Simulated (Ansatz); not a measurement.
Crystal: CuO.

```
Cu O
1.0
     3.42205    0.00000    0.00000
     0.00000    3.42205    0.00000
     0.00000    0.00000    4.26046
Cu O
2 2
Cartesian
  0.0000 1.7110 0.0000
  1.7110 0.0000 2.1302
  0.0000 0.0000 1.0651
  0.0000 0.0000 3.1953
```

Measurements of this composition are mostly on another form, of space group No. 15.

- Program: Ansatz 0.2.0
- Task: relaxation of cell and atoms
- Functional: PBEsol
- Potentials or basis: all-electron LAPW, scalar-relativistic
- Basis error allowed: 0.002 eV/atom
- k mesh: 6 × 6 × 5
- Occupations: fermi-dirac, width 0.05 eV
- Spin: no spin polarisation

At the start: volume 12.47 Å³/atom.

Question: How do energy, volume and symmetry change on relaxing?

Answer: Over 10 steps the energy falls by 413.7 meV/atom and the volume is 10.67 Å³/atom (-14.5 %); space group P4_2/mmc (No. 131, to 0.05 Å).

Step by step:
```
step  energy change (eV)  largest force (eV/Å)  volume (Å³)
   1              0.0000                0.0000        49.89
   2             -0.6761                0.0000        48.41
   3             -1.2159                0.0000        44.72
   4             -1.4943                0.0000        44.18
   5             -1.6321                0.0000        42.87
   6             -1.6396                0.0000        42.71
   7             -1.6396                0.0000        42.73
   8             -1.6545                0.0000        42.73
   9             -1.6549                0.0000        42.66
  10             -1.6548                0.0000        42.66
```

Final structure:
```yaml
crystal:
  lattice:
    - [2.89481, 0.00000, 0.00000]
    - [0.00000, 2.89481, 0.00000]
    - [0.00000, 0.00000, 5.09109]
  atoms:
    - { symbol: Cu, position: [0.00000, 0.50000, 0.00000] }
    - { symbol: Cu, position: [0.50000, 0.00000, 0.50000] }
    - { symbol: O, position: [0.00000, 0.00000, 0.25000] }
    - { symbol: O, position: [0.00000, 0.00000, 0.75000] }
```

Caveat: the k mesh is thin for a metal, which can move the energy by tens of meV per atom; the run has no spin polarisation, though such a crystal can be magnetic.
